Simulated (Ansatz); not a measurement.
Crystal: SnO2.

```
CELL_PARAMETERS angstrom
-3.24890 3.41447 3.41402
3.24890 -3.41447 3.41402
3.24890 3.41447 -3.41402
ATOMIC_POSITIONS crystal
Sn 0.50000 0.00000 0.00000
Sn 0.50000 0.50000 0.50000
Sn 0.00360 0.75360 0.25000
Sn 0.99640 0.24640 0.75000
O 0.80650 0.80377 0.49728
O 0.80650 0.30922 0.00272
O 0.30244 0.24594 0.05649
O 0.68944 0.24594 0.44350
O 0.31056 0.75406 0.55649
O 0.19350 0.69078 0.99728
O 0.69756 0.75406 0.94351
O 0.19350 0.19623 0.50272
```

The cell is a database's computed one.

Base run:

| Quantity | Value |
| --- | --- |
| Program | Ansatz 0.2.0 |
| Functional | revPBE |
| Potentials or basis | Ansatz PAW |
| Cutoff | 420 eV |
| Density cutoff | 1680 eV |
| k mesh | 6 × 6 × 6 |
| Occupations | fermi-dirac, width 0.05 eV |
| Spin | no spin polarisation |

Its results: band gap on the k mesh 0.69 eV; pressure 2.0 GPa; largest force 0.057 eV/Å.

Problem. After a change of settings the same cell gave: band gap on the k mesh 1.27 eV; pressure -8.4 GPa; largest force 0.082 eV/Å. Which change was it?
A. functional from revPBE to BLYP
B. functional from revPBE to RPBE
C. functional from revPBE to PBEsol
D. functional from revPBE to r2SCAN; cutoff from 420 eV to 500 eV; density cutoff from 1680 eV to 2000 eV

Solution. D.

r2SCAN gives the wider gap, since meta-GGAs in the generalised Kohn-Sham scheme recover part of the derivative discontinuity.

Caveats: spin-orbit coupling is left out, which moves the levels of the heavy elements; the PAW data sets come from PBE, with cores solved anew for the run's functional, which leaves a small shift of forces and pressure; the potentials were made for another functional, which shifts forces and pressure (some runs).

Not every run made on this cell is shown here.
